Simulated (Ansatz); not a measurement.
## Cold compression of Fe (beta tin type)

```
CELL_PARAMETERS angstrom
-2.29124 2.29124 1.22236
2.29124 -2.29124 1.22236
2.29124 2.29124 -1.22236
ATOMIC_POSITIONS crystal
Fe 0.62500 0.87500 0.75000
Fe 0.37500 0.12500 0.25000
```

The cell comes from a relaxation on PAW files under the same functional, begun from a prototype that needn't be the stable phase.

Its volume is scaled, and at each volume shape and atoms are relaxed on PAW files; all methods then take that cell.

Level of theory: DFT with PBE, scalar-relativistic, in Ansatz 0.2.0; a Γ-centred 18×18×18 k mesh, Fermi–Dirac smearing of 0.05 eV, spin-polarised from start moments Fe1 2.5, Fe2 2.5 μB. LAPW: all electrons, basis error target 1 meV/atom; PAW: frozen-core files, cutoff 420 eV; crystal datasets: all electrons, by PAW datasets that the program makes for each cell.

Energies are extrapolated to zero smearing and count from the unscaled cell; pressure is positive in compression; gaps take the mesh and a band path. No temperature or zero-point motion is included.

The magnetic state is the one reached from the start moments; other orders weren't searched.

```
V/V0  V (Å³/atom)  P LAPW (GPa)  ΔE LAPW (eV/atom)  P PAW − LAPW (GPa)  ΔE PAW − LAPW (meV/atom)  moment (μB/cell)  space group  shortest distance (Å)
1.00        12.83         -0.21              0.000                0.20                       0.0              5.00     I4_1/amd                  2.371
0.88        11.29         17.76              0.074                0.02                       1.5              4.04     I4_1/amd                  2.266
0.78        10.01          49.4              0.330               -0.28                       0.7                 ?     I4_1/amd                  2.175
0.68         8.73         107.7              0.937               -0.23                      -3.0              1.65     I4_1/amd                  2.065
0.58         7.44         239.4              2.262                0.22                      -3.1              0.84     I4_1/amd                  1.956
0.50         6.42         444.7              4.388                0.81                       0.0              0.39     I4_1/amd                  1.866
```

Question: What belongs in the row "0.78", column "moment (μB/cell)"?

Answer: 3.19.

Question: At the smallest volume, how far do crystal datasets lie from LAPW in pressure?

Answer: crystal datasets: 0.00 GPa, on a LAPW pressure of 444.7 GPa.

Question: How do the Löwdin populations by LAPW change from the unscaled cell to the last row?

Answer: Fe 3s 1.98 → 1.93, Fe 4s 0.97 → 0.77, Fe 3d 6.84 → 7.19 electrons an atom. These are projections on the shells that the free atoms fill; 0.43 e a cell lies outside them at the start and 0.25 e at the end.
